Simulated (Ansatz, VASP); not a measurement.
# One calculation of GaAs, two programs

File INCAR:

```
SYSTEM = GaAs
ALGO = Normal
EDIFF = 1E-6
ENCUT = 520
GGA = PS
ISIF = 2
ISMEAR = 0
LASPH = .TRUE.
LCHARG = .FALSE.
LREAL = .FALSE.
LWAVE = .FALSE.
NBANDS = 16
NELM = 100
PREC = Accurate
SIGMA = 0.1
```

KPOINTS

```
k-points
0
G
  6 6 6
  0 0 0
```

Contents of POSCAR:

```
GaAs
1.0
    0.0000000000      2.8750910500      2.8750910500
    2.8750910500      0.0000000000      2.8750910500
    2.8750910500      2.8750910500      0.0000000000
Ga As
1 1
Direct
    0.0000000000      0.0000000000      0.0000000000
    0.7500000000      0.7500000000      0.7500000000
```

Input for Ansatz:

```yaml
crystal:
  lattice:
    - [0.0, 2.87509105, 2.87509105]
    - [2.87509105, 0.0, 2.87509105]
    - [2.87509105, 2.87509105, 0.0]
  atoms:
    - { symbol: Ga, position: [0.0, 0.0, 0.0] }
    - { symbol: As, position: [0.75, 0.75, 0.75] }
basis:
  ecutwfc: 420
kpoints:
  mp_grid: { grid: [6, 6, 6] }
hamiltonian:
  xc: pbesol
  pseudopotentials: { kind: paw, azcp: { folder: soft_1 } }
scf:
  occupations: { method: gaussian, width: 0.1 }
output:
  forces: true
  stress: true
  eigenvalues: true
```

The cell is a database's computed one.

Alike in both runs: task single point; functional PBEsol; k mesh 6 × 6 × 6; occupations gaussian, width 0.1 eV; no spin polarisation.

|  | VASP | Ansatz |
| --- | --- | --- |
| version | VASP 6.6.1 | Ansatz 0.2.0 |
| potentials or method | VASP PAW PBE potentials, release 64 (Ga_d, As) | scalar-relativistic, plane waves, PAW |
| plane-wave cutoff (eV) | 520 | 420 |
| valence electrons in the cell | 18 | 28 |

|  | VASP | Ansatz | Ansatz less VASP |
| --- | --- | --- | --- |
| gap on the k mesh at the Fermi level (eV) | 0.08 | 0.07 | -0.008 |
| least direct gap on the mesh (eV) | 0.08 | 0.07 | -0.008 |
| pressure (GPa) | -2.8 | -2.9 | -0.10 |

The two sets of potentials don't hold the same shells in valence. Ansatz warned: «pseudo_functional_mismatch».

Caveats: the PAW data sets were made with another functional, which shifts forces and pressure a little (VASP).
